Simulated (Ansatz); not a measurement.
# WS2: the cost of one run

Computed with Ansatz 0.2.0 (DFT PBE+D3(BJ), scalar-relativistic, plane waves, PAW, unless a step's input says otherwise).

1 further run of the same task is left out (it didn't finish).

### 1 The system as given

It takes space group P-6m2 (No. 187, hexagonal). The conventional cell has a = 3.160 Å, b = 3.160 Å, c = 23.804 Å, α = 90.00°, β = 90.00°, γ = 120.00°. Around S (site symmetry 3m) lie 3 W at 2.41 Å. Around W (site symmetry 3m) lie 6 S at 2.41 Å.

Coordinates:

```xyz
6
Lattice="3.1595 0.0000 0.0000 -1.5798 2.7362 0.0000 0.0000 0.0000 23.8043" Properties=species:S:1:pos:R:3 pbc="T T T"
S     0.0000    1.8242    4.5000
W     1.5798    0.9121    6.0761
S     0.0000    1.8242    7.6521
S     0.0000    1.8242   10.5921
W     1.5798    0.9121   12.1682
S     0.0000    1.8242   13.7443
```

This is the geometry of the first run shown, built on a cell relaxed beforehand with the same method.

### 2 What is varied

Atoms count from 1 in the order of the input.

The upper layer of a bilayer is slid along a line and lifted, both layers rigid.

The axes are (1) slide of the upper layer along the first surface vector, from S4 above S3: 6 values from 0.00 to 2.63 Å, periodic; (2) distance between the facing planes of atoms: 6 values from 2.94 to 4.74 Å.

Nothing else is relaxed. Energies count from the two layers apart. Points are written as (first, second).

### 3 Grid point (0.00 Å, 2.94 Å)

The cell repeats along c, and a dipole correction in the vacuum removes the field between the copies.

input.yaml

```yaml
crystal:
  lattice:
    - [3.1595457497, 0.0, 0.0]
    - [-1.5797728749, 2.7362468836, 0.0]
    - [0.0, 0.0, 23.8042575719]
  atoms:
    - { symbol: S, position: [0.3333333333, 0.6666666667, 0.1890418126] }
    - { symbol: W, position: [0.6666666667, 0.3333333333, 0.2552511581] }
    - { symbol: S, position: [0.3333333333, 0.6666666667, 0.3214605103] }
    - { symbol: S, position: [0.3333333333, 0.6666666667, 0.4449678279] }
    - { symbol: W, position: [0.6666666667, 0.3333333333, 0.5111771733] }
    - { symbol: S, position: [0.3333333333, 0.6666666667, 0.5773865255] }
basis:
  ecutwfc: 420
kpoints:
  mp_grid: { grid: [9, 9, 1] }
hamiltonian:
  xc: pbe
  pseudopotentials: { kind: paw, azcp: { folder: soft_1 } }
  dispersion: d3bj
scf:
  occupations: { method: gaussian, width: 0.05 }
output:
  forces: true
  eigenvalues: true
efield:
  axis: 3
  dipole_correction: true
  ramp_width: 0.04
```

Launch:

```
ansatz run input.yaml --threads 1 --pin off --max-ram 3072MiB --backend cpu --events-out ev --progress --plain --runs-dir out
```

**Question.** How long does this run take on 1 thread of Arm Neoverse V1, shared host, and how much memory does it need?

About 12 s, with a peak of 0.38 GiB.
